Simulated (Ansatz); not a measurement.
**Al₂H₃: competing structures**

The calculation used Ansatz, DFT PBE, scalar-relativistic, plane waves, PAW. Settings: cutoff 420 eV, Γ-centred meshes no coarser than 0.19 Å⁻¹ for metals and 0.3 Å⁻¹ for insulators (2π included), Gaussian smearing.

All energies are static (0 K, no zero-point motion). The comparison covers the computed candidates alone. The k mesh leaves about 4 meV/atom of noise in metals. No run is spin-polarised.

| # | started from | space group | atoms | V (Å³/atom) | ΔE (meV/atom) | gap on mesh (eV) |
| --- | --- | --- | --- | --- | --- | --- |
| 1 | tetradymite type, changed | R-3m (No. 166) | 5 | 9.0 | 0 | 0.00 |
| 2 | A-type sesquioxide type | P-3m1 (No. 164) | 5 | 8.9 | 33 | 0.00 |

The lowest structure: Space group R-3m (No. 166), trigonal, a = 3.168 Å, c = 15.606 Å. Al is coordinated by 3 H at 1.92 Å and 3 H at 2.18 Å; H on Wyckoff site a (1 atom of the primitive cell) has 6 Al at 2.18 Å and 6 H at 2.54 Å; H on Wyckoff site c (2 atoms of the primitive cell) has 3 Al at 1.92 Å. Its energy against the elements is 0.38 eV/atom, so it is unstable even against them. Formation energies are uncorrected and refer to the lowest elemental structures computed at the same level (H₂ as a molecule).

Space group R-3m:H (No. 166). a = 3.168 Å, b = 3.168 Å, c = 15.606 Å, α = 90.00°, β = 90.00°, γ = 120.00°
```csv
atom,site,symmetry,x,y,z
Al,6c,3m,0.3333,0.6667,0.0756
H,3a,-3m,0.0000,0.0000,0.0000
H,6c,3m,0.0000,0.0000,0.2208
```

The second: Space group P-3m1 (No. 164), trigonal, a = 3.220 Å, c = 4.931 Å. Al is coordinated by 4 H at 1.98–2.00 Å and 3 H at 2.18 Å; around H on Wyckoff site a (1 atom of the primitive cell) lie 6 Al at 2.18 Å and 6 H at 2.59 Å; around H on Wyckoff site d (2 atoms of the primitive cell) lie 4 Al at 1.98–2.00 Å.